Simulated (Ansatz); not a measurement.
# C: the cost of one run

Computed with Ansatz 0.2.0 (DFT PBEsol, scalar-relativistic, unless a step's input says otherwise).

### 1 The structure to begin with

It takes space group Fmmm (No. 69, orthorhombic). Conventional cell: a = 2.456 Å, b = 4.254 Å, c = 6.696 Å, α = 90.00°, β = 90.00°, γ = 90.00°. Around C (site symmetry m2m) lie 3 C at 1.42 Å.

Coordinates:

```
CELL_PARAMETERS angstrom
0.00000 2.12700 3.34800
1.22800 0.00000 3.34800
1.22800 2.12700 0.00000
ATOMIC_POSITIONS crystal
C 0.16667 0.83333 0.16667
C 0.83333 0.16667 0.83333
```

Atoms are numbered in the order of the input: C1, C2.

### 2 After the deformation

Space group Fmmm before, Fmmm after.

### 3 All-electron LAPW

Input file input.yaml:

```yaml
crystal:
  lattice:
    - [0.0, 2.127, 3.31452]
    - [1.228, 0.0, 3.31452]
    - [1.228, 2.127, 0.0]
  atoms:
    - { symbol: C, position: [0.16667, 0.83333, 0.16667] }
    - { symbol: C, position: [0.83333, 0.16667, 0.83333] }
kpoints:
  mp_grid: { grid: [18, 18, 18] }
  band_path:
    path:
      - [0.0, 0.0, 0.0]
      - [0.5, 0.0, 0.5]
      - [1.0, 0.5, 0.5]
      - [0.5, 0.5, 0.0]
      - [0.0, 0.0, 0.0]
      - [0.0, 0.3676459778, 0.3676459778]
      - [1.0, 0.6323540222, 0.6323540222]
      - [1.0, 0.5, 0.5]
      - [0.5, 0.0, 0.5]
    npoints: 5
scf:
  occupations: { method: fermi_dirac, width: 0.05 }
hamiltonian:
  xc: pbesol
  pseudopotentials: { kind: all_electron, lapw: { basis_error: 0.00025 } }
output:
  forces: true
  stress: true
  eigenvalues: true
```

The run is started by

```console
$ ansatz run input.yaml --threads 1 --pin off --max-ram 3072MiB --backend cpu --events-out ev --progress --plain --runs-dir out
```

What time and memory should one allow on 1 thread of Arm Neoverse V2, shared host?

About 2 min, with a peak of 1.5 GiB.
